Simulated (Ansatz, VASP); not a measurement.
This is a calculation of Ca (Calcium) for VASP 6.6.1. 

INCAR

```
PREC = Accurate
ENCUT = 520
EDIFF = 1E-6
ISMEAR = 0
SIGMA = 0.1
LREAL = F
LASPH = T
NELM = 80
ALGO = Fast
ISIF = 2
LWAVE = F
LCHARG = T
GGA = PE
LELF = T
LVHAR = T
NBANDS = 11
```

File KPOINTS:

```
regular mesh
0
Gamma
  8 8 8
```

File POSCAR:

```
Ca
3.9516
    0.000000000000      0.707105982387      0.707105982387
    0.707105982387      0.000000000000      0.707105982387
    0.707105982387      0.707105982387      0.000000000000
Ca
1
Direct
    0.0000000000      0.0000000000      0.0000000000
```

Potentials or basis: VASP PAW PBE potentials, release 64 (Ca_sv).

The run is started by

```console
$ cat potpaw_PBE.64/Ca_sv/POTCAR > POTCAR
$ mpirun -np 1 vasp_std > vasp.out
```

Question: Translate it to Ansatz 0.2.0. Potentials or basis there: all-electron LAPW, scalar-relativistic.

Answer: As run (cutoffs and basis follow the program's own potentials, and thresholds, step limits or extra output files can differ):

The input input.yaml:

```yaml
crystal:
  lattice:
    - [0.0, 2.7942, 2.7942]
    - [2.7942, 0.0, 2.7942]
    - [2.7942, 2.7942, 0.0]
  atoms:
    - { symbol: Ca, position: [0.0, 0.0, 0.0] }
kpoints:
  mp_grid: { grid: [8, 8, 8] }
scf:
  occupations: { method: gaussian, width: 0.1 }
hamiltonian:
  xc: pbe
  pseudopotentials: { kind: all_electron, lapw: { basis_error: 0.001 } }
output:
  forces: true
  stress: true
  eigenvalues: true
```

Potentials or basis: all-electron LAPW, scalar-relativistic.

Launch:

```bash
$ ansatz run input.yaml --threads 1 --pin off --max-ram 3072MiB --backend cpu --events-out ev --progress --plain --runs-dir out
```

Both were run:

|  | VASP | Ansatz |
| --- | --- | --- |
| Pressure | -0.6 GPa | -0.6 GPa |

Where Ansatz's input types no cutoff or centring, it takes its own default and a Γ-centred mesh.

Pressure is positive in compression.
